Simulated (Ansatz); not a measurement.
**NaF: properties of a relaxed candidate**

Aim: for this structure of NaF, repeat the electronic structure at other levels of theory.

Method: DFT PBE, scalar-relativistic, plane waves, PAW, unless a step names another level, in Ansatz 0.2.0.

### 1 The system as given

The structure is hexagonal, space group P6_3/mmc (No. 194). The conventional cell has a = 3.255 Å, b = 3.255 Å, c = 5.696 Å, α = 90.00°, β = 90.00°, γ = 120.00°. Na (site symmetry -3m) is surrounded by 6 F at 2.36 Å. Around F (site symmetry -6m2) lie 6 Na at 2.36 Å.

Structure file:

```
CELL_PARAMETERS angstrom
3.25488 0.00000 0.00000
-1.62744 2.81881 0.00000
0.00000 0.00000 5.69575
ATOMIC_POSITIONS crystal
Na 0.00000 0.00000 0.00000
Na 0.00000 0.00000 0.50000
F 0.33333 0.66667 0.25000
F 0.66667 0.33333 0.75000
```

The cell was relaxed beforehand at this level, from a generated guess; it needn't be the stable form of this composition. At a tolerance of 0.02 Å it has space group P6_3/mmc (No. 194); it has 13.06 Å³/atom, an uncorrected energy of -2.67 eV/atom over the elements and, on its mesh, gap 5.98 eV.

### 2 Level of theory: r2SCAN

File input.yaml:

```yaml
crystal:
  lattice:
    - [3.2548848956, 0.0, 0.0]
    - [-1.6274424478, 2.818813006, 0.0]
    - [0.0, 0.0, 5.6957475434]
  atoms:
    - { symbol: Na, position: [0.0, 0.0, 0.0] }
    - { symbol: Na, position: [0.0, 0.0, 0.5] }
    - { symbol: F, position: [0.3333333333, 0.6666666667, 0.25] }
    - { symbol: F, position: [0.6666666667, 0.3333333333, 0.75] }
basis:
  ecutwfc: 500
kpoints:
  mp_grid: { grid: [12, 12, 4] }
  band_path:
    path:
      - [[0.0, 0.0, 0.0], [0.5, 0.0, 0.0], [0.33333333, 0.33333333, 0.0], [0.0, 0.0, 0.0], [0.0, 0.0, 0.5], [0.5, 0.0, 0.5], [0.33333333, 0.33333333, 0.5], [0.0, 0.0, 0.5]]
      - [[0.5, 0.0, 0.5], [0.5, 0.0, 0.0]]
      - [[0.33333333, 0.33333333, 0.5], [0.33333333, 0.33333333, 0.0]]
    npoints: 14
hamiltonian:
  xc: r2scan
scf:
  occupations: { method: gaussian, width: 0.02 }
  n_extra_bands: 10
output:
  forces: true
  stress: true
  eigenvalues: true
  populations: true
  dos: { projected: true, de: 0.02, nscf_kmesh: { grid: [18, 18, 6] } }
  bader: true
  write_density: true
  write_potential: true
  elf: true
  volumetric_format: npy
```

The run is started by

```bash
> ansatz run input.yaml --threads 1 --pin off --max-ram 2048MiB --backend cpu --events-out ev --progress --plain --runs-dir out
```

The log of the run:

```text
Warning: RAYON_NUM_THREADS=1 ignored (pool sized by the plan → 1); use --threads N
scf.n_extra_bands = 10 over 16 filled bands (N_el = 32.0): the run solves 26 bands
Engine: ansatz 0.2.0, aarch64-unknown-linux-gnu
Pseudopotentials: kind: paw
Pseudopotential: Na, paw, valence charge 9, recommended cutoff 500 eV (meta_gga), Na.paw.azcp
Pseudopotential: F, paw, valence charge 7, recommended cutoff 500 eV (meta_gga), F.paw.azcp
Functional definition: r2SCAN
  parameter k0 = 0.174
  parameter k1 = 0.065
  parameter a1 = 4.9479
  exchange = r2scan_x(k0 = k0, k1 = k1, a1 = a1)
  correlation = r2scan_c
Crystal: 4 atoms, lattice volume = 52.258 Å³
Basis set: ecut = 500 eV, 1299 PW (Γ), exchange–correlation on 96×96×180 points (64 copies of the dense FFT grid, shifted against one another)
Bands: 26, of which v1, the nominal top of the filled ones, is band 16 counted from 1 (15 counted from 0)
Symmetry: 24 space group operations
Space group: P63/mmc (ITA 194), of the structure as read, at distance tolerance 3.7e-5 Å
k-points: 57 of 576
Non-local potential: Na, projectors of the file, l = 0: 3, l = 1: 2, l = 2: 1
Non-local potential: F, projectors of the file, l = 0: 2, l = 1: 2, l = 2: 1
PAW form: soft (Blöchl's): semilocal exchange-correlation on the pseudo side does not see the compensation charge
PAW frozen core: Na, regenerated for the run's functional (the file was generated under x = pbe(κ = 0.804, μ = 0.2195149727645171), c = pbe(β = 0.06672455060314922))
PAW frozen core: F, regenerated for the run's functional (the file was generated under x = pbe(κ = 0.804, μ = 0.2195149727645171), c = pbe(β = 0.06672455060314922))
PAW one-centre angular grid: Na, 302 points (default); XC on 339 of its mesh's 2595 points in the sphere
PAW one-centre angular grid: F, 302 points (default); XC on 160 Gauss nodes
Initial density: superposition of atomic densities (neutral atoms: chi_scale 0, normalization atom), corrected by the library's trained network
Initial wavefunctions: pseudopotential atomic-orbital guess
Functional: x = r2scan, c = r2scan; τ floored in thin density (d = 2e-4 eV/Å³)
SCF iter   1: F=—  HF=-4602.460956 eV  |F-HF|=—  |Δ(HF+E_count)|=         —  Δρ=9.42e-3  dr2=2.89e-2  dr2_τ=5.08e-2  ethr=1.77e-3  ⟨swp⟩=6.0  Hψ=6805  notcnv=0  defer=5
preconditioner: auto → Resta (q_TF=auto, 2.514 Å⁻¹)  ε∞=1.9  [insulator: Δε(μ)=7.027 eV  Ē_g=29.012 eV  σ=0.020 eV  W_gap=1.00  n_scr=22 (ndim 8)  ℏωp=27.2 eV  f_vac=0.141  D(μ)=0.00/eV (n_scr^D=0)  ε∞_Penn≈1.9]
SCF iter   2: F=—  HF=-4602.524073 eV  |F-HF|=—  |Δ(HF+E_count)|=   6.31e-2  Δρ=3.40e-3  dr2=2.11e-3  dr2_τ=9.06e-4  ethr=9.04e-5  ⟨swp⟩=3.0  Hψ=3396  notcnv=0  defer=241
SCF iter   3: F=—  HF=-4602.524517 eV  |F-HF|=—  |Δ(HF+E_count)|=   4.44e-4  Δρ=1.12e-3  dr2=4.30e-4  dr2_τ=7.13e-5  ethr=6.58e-6  ⟨swp⟩=2.5  Hψ=2322  notcnv=0  defer=241
SCF iter   4: F=—  HF=-4602.524485 eV  |F-HF|=—  |Δ(HF+E_count)|=   3.22e-5  Δρ=4.39e-4  dr2=3.16e-5  dr2_τ=7.60e-6  ethr=1.34e-6  ⟨swp⟩=2.2  Hψ=1496  notcnv=0  defer=241
SCF iter   5: F=—  HF=-4602.524482 eV  |F-HF|=—  |Δ(HF+E_count)|=   3.53e-6  Δρ=4.75e-5  dr2=4.15e-7  dr2_τ=1.92e-7  ethr=9.88e-8  ⟨swp⟩=2.4  Hψ=1797  notcnv=0  defer=241
SCF iter   6: F=-4602.524482 eV  HF=-4602.524482 eV  |F-HF|=6.54e-9  |Δ(HF+E_count)|=   6.99e-7  Δρ=8.80e-6  dr2=1.31e-8  dr2_τ=2.89e-9  ethr=3.13e-10  ⟨swp⟩=12.3  Hψ=9751  notcnv=0
SCF 1 converged in 6 iterations: F = -4602.524482 eV  dr2 = 1.31e-8
NSCF: frozen V_eff on 129 k-points
NSCF: frozen V_eff on 148 k-points
SCF converged after 6 iterations
Free energy (F): -4602.524482 eV
Harris-Foulkes:  -4602.524482 eV  (|F-HF|=6.54e-9)
Internal energy: -4602.524482 eV  (E = F + TS)
E sigma→0 (E₀):  -4602.524482 eV
Fermi energy:    3.530264 eV
--- Per-component energies (eV) ---
  E_band       = -519.408196
  E_kinetic    = 660.271875
  E_local      = -3471.294397  (includes V_loc(G=0)·N_el)
  E_nonlocal   = 377.324949
  E_hartree    = 1238.662136
  E_xc         = -234.258057
  E_vxc        = -346.788076  (∫ρ·V_xc dr)
  E_paw        = -941.158030  (= ΣΔE_a)
  E_vpaw       = -243.968079  (= ΣTr[D̂ρ^β])
  E_aug_tail   = 0.001962  (compensation charges beyond the density's cutoff)
  E_vtau       = 27.725549  (kinetic-family band-sum trace: ∫τ·v_τ [+ j·A + Jᵃ·Aᵃ] dr)
  E_ewald      = -2231.959602
  E_core_change = -0.115318  (= ΣΔE_core)
  E_smearing   = -0.000000  (= −TS)
  E_closure    = 0.000000  (closes the sum)
  Σ components = -4602.524482   (vs F -4602.524482, Δ=0.00e0)
--- Forces (eV/Å), atoms counted from 1 ---
  atom   1  Na     0.00000000    -0.00000000     0.00000000
  atom   2  Na     0.00000000     0.00000000     0.00000000
  atom   3  F     -0.00000000     0.00000000     0.00000000
  atom   4  F      0.00000000    -0.00000000     0.00000000
  max |Σ_I F_I| component: 5.78e-19 eV/Å
--- Stress (GPa, compression-positive) ---
       -3.130531       0.000000       0.000000
       -0.000000      -3.130531       0.000000
        0.000000       0.000000      -3.374861
  P = ⅓ Tr σ = -3.2120 GPa (-32.120 kbar)
--- Band table (eV; the first three rows and the last of 57) ---
  k-point 0: bands = ["-49.2819", "-49.2622", "-20.6571", "-20.1499", "-19.6561", "-19.6561", "-19.6295", "-19.6295", "-19.6057", "-19.1309", "-1.4244", "-0.0582", "-0.0460", "-0.0460", "0.1320", "0.1320", "6.9285", "11.3838", "12.5748", "17.8292", "20.8414", "20.8414", "21.7672", "21.7672", "22.3891", "22.3891"]
  k-point 1: bands = ["-49.2790", "-49.2651", "-20.6023", "-20.2616", "-19.6522", "-19.6522", "-19.6334", "-19.6334", "-19.4993", "-19.1815", "-1.2575", "-0.3032", "-0.0203", "-0.0203", "0.1055", "0.1055", "7.4177", "10.1902", "13.7742", "17.0554", "20.8441", "20.8441", "21.2908", "21.2908", "23.2173", "23.2179"]
  k-point 2: bands = ["-49.2720", "-49.2720", "-20.4537", "-20.4537", "-19.6428", "-19.6428", "-19.6428", "-19.6428", "-19.3192", "-19.3192", "-0.8173", "-0.8173", "0.0422", "0.0422", "0.0422", "0.0422", "8.6440", "8.6440", "15.4505", "15.4505", "20.9432", "20.9432", "20.9432", "20.9432", "23.6140", "23.6140"]
  k-point 56: bands = ["-49.2631", "-49.2631", "-20.3235", "-20.3235", "-19.7210", "-19.7210", "-19.7009", "-19.7009", "-19.3053", "-19.3053", "-0.9355", "-0.9355", "-0.7053", "-0.7053", "-0.2905", "-0.2905", "13.4135", "13.4135", "13.9368", "13.9368", "15.1156", "15.1156", "20.7708", "20.7708", "22.0024", "22.0024"]
--- Löwdin populations: 4 sites ---
  site symbol       q [e]
     0     Na      8.1894
     1     Na      8.1894
     2      F      7.7656
     3      F      7.7656
  spilling = 0.002813 (of n_electrons = 32.000000)
--- Bader charges: 4 sites ---
  site symbol  charge [e]  shift [e]
     0     Na      0.8939     0.0006
     1     Na      0.8939     0.0006
     2      F     -0.8939     0.0006
     3      F     -0.8939     0.0006
  estimated error of the sums over rays = 9.7e-5 e
```

Wall time 46 s (1 thread of Arm Neoverse V1, shared host); peak memory 0.45 GiB.

Site by site:

```
atom  Löwdin electrons  Bader charge (e)  Bader volume (Å³)
 Na1              8.19             +0.89                8.3
 Na2              8.19             +0.89                8.3
  F3              7.77             -0.89               17.9
  F4              7.77             -0.89               17.9
```

From bands.tsv, the levels nearest the gap at the path's corners, in eV from the valence-band top:

| point | band 13 | band 14 | band 15 | band 16 | band 17 | band 18 |
| --- | --- | --- | --- | --- | --- | --- |
| Γ | -0.18 | -0.18 | 0.00 | 0.00 | 6.80 | 11.25 |
| M | -0.74 | -0.50 | -0.35 | -0.26 | 11.23 | 12.74 |
| K | -0.91 | -0.61 | -0.59 | -0.59 | 12.50 | 12.50 |
| Γ | -0.18 | -0.18 | 0.00 | 0.00 | 6.80 | 11.25 |
| A | -0.09 | -0.09 | -0.09 | -0.09 | 8.51 | 8.51 |
| L | -0.48 | -0.48 | -0.31 | -0.31 | 12.25 | 12.25 |
| H | -0.84 | -0.84 | -0.42 | -0.42 | 13.28 | 13.28 |
| A | -0.09 | -0.09 | -0.09 | -0.09 | 8.51 | 8.51 |
| L | -0.48 | -0.48 | -0.31 | -0.31 | 12.25 | 12.25 |
| M | -0.74 | -0.50 | -0.35 | -0.26 | 11.23 | 12.74 |
| H | -0.84 | -0.84 | -0.42 | -0.42 | 13.28 | 13.28 |
| K | -0.91 | -0.61 | -0.59 | -0.59 | 12.50 | 12.50 |

Highest filled and lowest empty level along the path:

```
distance (1/Å)  highest filled (eV)  lowest empty (eV)
          0.00                 0.00               6.80
          0.32                -0.05               7.42
          0.64                -0.16               8.93
          0.96                -0.25              10.71
          1.21                -0.27              11.26
          1.39                -0.38              11.51
          1.57                -0.53              11.95
          1.76                -0.59              12.50
          2.13                -0.41              10.61
          2.49                -0.16               8.48
          2.86                -0.02               7.01
          3.12                 0.00               6.84
          3.28                -0.02               7.16
          3.44                -0.05               7.75
          3.60                -0.09               8.51
          3.91                -0.13               9.00
          4.23                -0.23              10.23
          4.55                -0.30              11.77
          4.80                -0.32              12.29
          4.99                -0.40              12.55
          5.17                -0.42              12.96
          5.35                -0.42              13.28
          5.72                -0.42              11.70
          6.09                -0.23               9.86
          6.46                -0.10               8.68
          6.68                -0.30              12.12
          6.84                -0.28              11.66
          7.00                -0.27              11.36
          7.15                -0.26              11.23
          7.27                -0.43              13.18
          7.43                -0.48              12.82
          7.59                -0.55              12.58
          7.74                -0.59              12.50
```

Counts of states by energy window (eV from the valence-band top), total and by projection:

| from | to | total | Na 3s | F 2p |
| --- | --- | --- | --- | --- |
| -6 | -5 | 0.00 | 0.00 | 0.00 |
| -5 | -4 | 0.00 | 0.00 | 0.00 |
| -4 | -3 | 0.00 | 0.00 | 0.00 |
| -3 | -2 | 0.00 | 0.00 | 0.00 |
| -2 | -1 | 3.19 | 0.17 | 2.99 |
| -1 | 0 | 8.78 | 0.06 | 8.64 |
| 0 | 1 | 0.03 | 0.00 | 0.03 |
| 1 | 2 | 0.00 | 0.00 | 0.00 |
| 2 | 3 | 0.00 | 0.00 | 0.00 |
| 3 | 4 | 0.00 | 0.00 | 0.00 |
| 4 | 5 | 0.00 | 0.00 | 0.00 |
| 5 | 6 | 0.00 | 0.00 | 0.00 |
| 6 | 7 | 0.01 | 0.00 | 0.00 |
| 7 | 8 | 0.15 | 0.11 | 0.01 |
| 8 | 9 | 0.30 | 0.24 | 0.02 |
| 9 | 10 | 0.47 | 0.38 | 0.04 |
| 10 | 11 | 0.70 | 0.54 | 0.05 |

Below -6 eV lie 20 or so more states.

Density in a lattice plane of the grid's cell (edges 3.25 and 5.70 Å, at 0.000 of the third edge), which holds Na.

Values in e/Å³, 12 rows by 6 columns:
```
 6.31  0.88  0.06  0.06  0.06  0.88
 0.15  0.08  0.11  0.19  0.12  0.08
 0.03  0.05  0.17  0.32  0.17  0.05
 0.15  0.08  0.11  0.19  0.12  0.08
 5.86  0.80  0.06  0.06  0.06  0.80
19.88  3.59  0.07  0.03  0.07  3.59
 5.86  0.80  0.06  0.06  0.06  0.80
 0.15  0.08  0.12  0.19  0.11  0.08
 0.03  0.05  0.17  0.32  0.17  0.05
 0.15  0.08  0.12  0.19  0.11  0.08
 6.31  0.88  0.06  0.06  0.06  0.88
20.77  3.84  0.07  0.03  0.07  3.84
```
Columns run along the first of these edges and rows up along the second, over one cell in 6 and 12 even steps from the bottom left corner. Atoms in the plane (fractional): Na at (0.00, 0.00), Na at (0.00, 0.50).

ELF in the same plane.

Values, 12 rows by 6 columns:
```
0.57 0.45 0.02 0.14 0.02 0.45
0.12 0.02 0.25 0.52 0.25 0.02
0.00 0.04 0.46 0.63 0.46 0.04
0.14 0.02 0.25 0.52 0.25 0.02
0.60 0.46 0.02 0.14 0.02 0.46
0.18 0.61 0.03 0.01 0.03 0.61
0.60 0.46 0.02 0.14 0.02 0.46
0.14 0.02 0.25 0.52 0.25 0.02
0.00 0.04 0.46 0.63 0.46 0.04
0.12 0.02 0.25 0.52 0.25 0.02
0.57 0.45 0.02 0.14 0.02 0.45
0.14 0.62 0.03 0.01 0.03 0.62
```
Columns run along the first of these edges and rows up along the second, over one cell in 6 and 12 even steps from the bottom left corner. Atoms in the plane (fractional): Na at (0.00, 0.00), Na at (0.00, 0.50).

Both are smooth fields of the valence electrons: close to the nuclei they are not physical.

Outside the cores ELF peaks at 0.82 in the shell around F, 0.6 Å from F.

### 3 Variant: mp_grid.grid [10, 10, 3], occupations.method fermi_dirac, occupations.width 0.2

File input.yaml:

```yaml
crystal:
  lattice:
    - [3.2548848956, 0.0, 0.0]
    - [-1.6274424478, 2.818813006, 0.0]
    - [0.0, 0.0, 5.6957475434]
  atoms:
    - { symbol: Na, position: [0.0, 0.0, 0.0] }
    - { symbol: Na, position: [0.0, 0.0, 0.5] }
    - { symbol: F, position: [0.3333333333, 0.6666666667, 0.25] }
    - { symbol: F, position: [0.6666666667, 0.3333333333, 0.75] }
basis:
  ecutwfc: 500
kpoints:
  mp_grid: { grid: [10, 10, 3] }
hamiltonian:
  xc: r2scan
scf:
  occupations: { method: fermi_dirac, width: 0.2 }
output:
  forces: true
  eigenvalues: true
  stress: true
```

The run is started by

```bash
> ansatz run input.yaml --threads 1 --pin off --max-ram 2048MiB --backend cpu --events-out ev --progress --plain --runs-dir out
```

The log of the run, shortened:

```text
Warning: RAYON_NUM_THREADS=1 ignored (pool sized by the plan → 1); use --threads N
band count auto-derived: 21 (N_el = 32.0; filled up to band 16; 20 by the electrons, moments and atoms)
[...]
Pseudopotentials: kind: paw
Pseudopotential: Na, paw, valence charge 9, recommended cutoff 500 eV (meta_gga), Na.paw.azcp
Pseudopotential: F, paw, valence charge 7, recommended cutoff 500 eV (meta_gga), F.paw.azcp
Functional definition: r2SCAN
[...]
Crystal: 4 atoms, lattice volume = 52.258 Å³
Basis set: ecut = 500 eV, 1299 PW (Γ), exchange–correlation on 96×96×180 points (64 copies of the dense FFT grid, shifted against one another)
Bands: 21, of which v1, the nominal top of the filled ones, is band 16 counted from 1 (15 counted from 0)
Symmetry: 24 space group operations
Space group: P63/mmc (ITA 194), of the structure as read, at distance tolerance 3.7e-5 Å
k-points: 28 of 300
[...]
SCF iter   1: F=—  HF=-4602.460794 eV  |F-HF|=—  |Δ(HF+E_count)|=         —  Δρ=9.38e-3  dr2=2.88e-2  dr2_τ=5.09e-2  ethr=1.77e-3  ⟨swp⟩=5.0  Hψ=2500  notcnv=0
[...]
SCF iter   6: F=-4602.524462 eV  HF=-4602.524462 eV  |F-HF|=7.66e-10  |Δ(HF+E_count)|=   9.45e-7  Δρ=9.13e-6  dr2=1.35e-8  dr2_τ=4.10e-9  ethr=3.13e-10  ⟨swp⟩=7.2  Hψ=2398  notcnv=0
[...]
SCF converged after 6 iterations
Free energy (F): -4602.524462 eV
[...]
E sigma→0 (E₀):  -4602.524462 eV
Entropy (-TS):   -0.000000 eV (-0.000 meV/atom)
Fermi energy:    3.985572 eV
[...]
--- Forces (eV/Å), atoms counted from 1 ---
  atom   1  Na    -0.00000000    -0.00000000    -0.00000000
  atom   2  Na    -0.00000000    -0.00000000     0.00000000
  atom   3  F      0.00000000     0.00000000     0.00000000
  atom   4  F      0.00000000    -0.00000000     0.00000000
[...]
--- Stress (GPa, compression-positive) ---
       -3.130217       0.000000       0.000000
        0.000000      -3.130217       0.000000
        0.000000       0.000000      -3.374204
  P = ⅓ Tr σ = -3.2115 GPa (-32.115 kbar)
--- Band table (eV; the first three rows and the last of 28) ---
[... band rows left out ...]
[...]
```

It took 4.6 s on 1 thread of Arm Neoverse V1, shared host; peak memory 0.4 GiB.

```
    run     ending       energy change  pressure (GPa)  gap (eV)  force (eV/Å)  cycles   time
 step 2  converged                   0            -3.2      6.80          0.00       6   46 s
variant  converged  0.0 meV/atom (σ→0)            -3.2      6.80          0.00       6  4.6 s
```

Changing the k-point mesh and smearing hardly moves the energy: 0.0 meV/atom.

### 4 Band edges anywhere in the zone (r2SCAN)

File input.yaml:

```yaml
crystal:
  lattice:
    - [3.2548848956, 0.0, 0.0]
    - [-1.6274424478, 2.818813006, 0.0]
    - [0.0, 0.0, 5.6957475434]
  atoms:
    - { symbol: Na, position: [0.0, 0.0, 0.0] }
    - { symbol: Na, position: [0.0, 0.0, 0.5] }
    - { symbol: F, position: [0.3333333333, 0.6666666667, 0.25] }
    - { symbol: F, position: [0.6666666667, 0.3333333333, 0.75] }
basis:
  ecutwfc: 500
kpoints:
  mp_grid: { grid: [12, 12, 4] }
  band_path: { path: [VBM, CBM], npoints: 2 }
hamiltonian:
  xc: r2scan
scf:
  occupations: { method: gaussian, width: 0.02 }
output:
  forces: false
  stress: false
  eigenvalues: true
checkpoint:
  read: start.run
  write: ck
  compress: false
  write_wavefunctions: false
  write_every: 100000
```

The run is started by

```bash
> ansatz run input.yaml --threads 1 --pin off --max-ram 2048MiB --backend cpu --events-out ev --progress --plain --runs-dir out
```

The log of the run, shortened:

```text
Warning: RAYON_NUM_THREADS=1 ignored (pool sized by the plan → 1); use --threads N
[...]
Pseudopotentials: kind: paw
Pseudopotential: Na, paw, valence charge 9, recommended cutoff 500 eV (meta_gga), Na.paw.azcp
Pseudopotential: F, paw, valence charge 7, recommended cutoff 500 eV (meta_gga), F.paw.azcp
Functional definition: r2SCAN
[...]
Crystal: 4 atoms, lattice volume = 52.258 Å³
Basis set: ecut = 500 eV, 1299 PW (Γ), exchange–correlation on 96×96×180 points (64 copies of the dense FFT grid, shifted against one another)
Bands: 20, of which v1, the nominal top of the filled ones, is band 16 counted from 1 (15 counted from 0)
Symmetry: 24 space group operations
Space group: P63/mmc (ITA 194), of the structure as read, at distance tolerance 3.7e-5 Å
k-points: 57 of 576
[...]
SCF iter   1: F=—  HF=-4602.524482 eV  |F-HF|=—  |Δ(HF+E_count)|=         —  Δρ=8.87e-6  dr2=1.33e-8  dr2_τ=2.86e-9  ethr=5.15e-9  ⟨swp⟩=3.0  Hψ=8407  notcnv=0
[...]
SCF iter   2: F=-4602.524482 eV  HF=-4602.524482 eV  |F-HF|=2.65e-10  |Δ(HF+E_count)|=   1.29e-9  Δρ=2.05e-6  dr2=1.45e-9  dr2_τ=5.02e-10  ethr=4.15e-11  ⟨swp⟩=3.1  Hψ=2924  notcnv=0
[...]
NSCF: frozen V_eff on 28 k-points
NSCF: frozen V_eff on 28 k-points
NSCF: frozen V_eff on 9 k-points
NSCF: frozen V_eff on 3 k-points
NSCF: frozen V_eff on 3 k-points
NSCF: frozen V_eff on 3 k-points
NSCF: frozen V_eff on 3 k-points
NSCF: frozen V_eff on 3 k-points
NSCF: frozen V_eff on 3 k-points
SCF converged after 2 iterations
Free energy (F): -4602.524482 eV
[...]
E sigma→0 (E₀):  -4602.524482 eV
Fermi energy:    3.530315 eV
[...]
--- Band table (eV; the first three rows and the last of 57) ---
  k-point 0: bands = ["-49.2817", "-49.2620", "-20.6570", "-20.1498", "-19.6560", "-19.6560", "-19.6293", "-19.6293", "-19.6055", "-19.1308", "-1.4243", "-0.0581", "-0.0459", "-0.0459", "0.1321", "0.1321", "6.9285", "11.3839", "12.5749", "17.8292"]
[...]
```

It took 8.9 s on 1 thread of Arm Neoverse V1, shared host; peak memory 0.39 GiB.

start.run is the saved state of the run that this one goes on from.

(Part 1 of 2 ends here.)
